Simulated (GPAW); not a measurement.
Wanted: an ASE script for a GPAW 26.7.0 run.

```yaml
Task: single point
Functional: LDA
Potentials_or_basis: PAW data sets generated in the run's folder for this functional
Cutoff: 600 eV
Basis: pw
k_mesh: 8 × 8 × 8
Occupations: fermi-dirac, width 0.05 eV
Spin: no spin polarisation
Hubbard_terms: Zr d U = 1 eV
Maxiter: 120
Convergence: default
```

The structure of ZrN lies in POSCAR:

```
ZrN
1.0
    0.0000000000      2.3000000000      2.3000000000
    2.3000000000      0.0000000000      2.3000000000
    2.3000000000      2.3000000000      0.0000000000
Zr N
1 1
Direct
    0.5000000000      0.5000000000      0.5000000000
    0.0000000000      0.0000000000      0.0000000000
```

These files were run (other wordings do the same):

run.py

```python
from ase.dft.bandgap import bandgap
from ase.io import read, write
from ase.units import GPa
from gpaw import GPAW, PW, setup_paths

setup_paths.insert(0, '.')

atoms = read('POSCAR')

calc = GPAW(mode=PW(600),
            xc='LDA',
            kpts={'size': (8, 8, 8), 'gamma': True},
            occupations={'name': 'fermi-dirac', 'width': 0.05},
            setups={'Zr': ':d,1.0'},
            nbands=19,
            maxiter=120,
            txt='gpaw.txt')
atoms.calc = calc
energy = atoms.get_potential_energy()
forces = atoms.get_forces()
stress = atoms.get_stress()
calc.write('gs.gpw')
write('result.traj', atoms)
print(f'Energy: {energy:.6f} eV')
print('Forces (eV/A):')
print(forces.round(4))
print('Stress (GPa):', (stress / GPa).round(3))
print('Fermi level:', round(calc.get_fermi_level(), 4), 'eV')
print(f'Gap: {bandgap(calc)[0]:.4f} eV, direct: {bandgap(calc, direct=True)[0]:.4f} eV')
```

Potentials or basis: PAW data sets generated in the run's folder for this functional, pw.

The run is started by

```bash
$ gpaw-setup -f LDA N Zr
$ OMP_NUM_THREADS=1 python run.py
```

It gave:

```yaml
Pressure: -18.0 GPa
Band_gap_on_the_k_mesh: none (metal or under the smearing width)
```

Caveat: the cutoff is short for stress and forces, so pressures can be off by a GPa or more; U without spin polarisation on a metal has little footing.

Run time: 12 s on 1 thread of Arm Neoverse V1, on a shared host, peak memory 0.14 GiB.
